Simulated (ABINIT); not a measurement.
Crystal: W.

```xyz
1
Lattice="-1.5823 1.5823 1.5823 1.5823 -1.5823 1.5823 1.5823 1.5823 -1.5823" Properties=species:S:1:pos:R:3 pbc="T T T"
W     0.0000    0.0000    0.0000
```

Base run:

| Property | Result |
| --- | --- |
| Program | ABINIT 10.8.3 (patched build) |
| Functional | BLYP |
| Potentials or basis | JTH PAW PBE v2.0 |
| Cutoff | 435 eV |
| k mesh | 12 × 12 × 12 |
| Occupations | fermi-dirac, width 0.05 eV |
| Spin | spin-orbit coupling, no magnetisation |

Its results: band gap on the k mesh none (metal or under the smearing width); pressure 16.1 GPa.

Question: The run is repeated on the same cell with these changes: functional from BLYP to revPBE. What comes out?

Answer: Band gap on the k mesh none (metal or under the smearing width); pressure 9.0 GPa.

Caveats: so large a pressure means that the cell lies far from this level's equilibrium, or that cutoff or potentials fall short (some runs); the potentials were made for another functional, which shifts forces and pressure (some runs); the PAW data sets were made with another functional, which shifts forces and pressure a little (some runs).
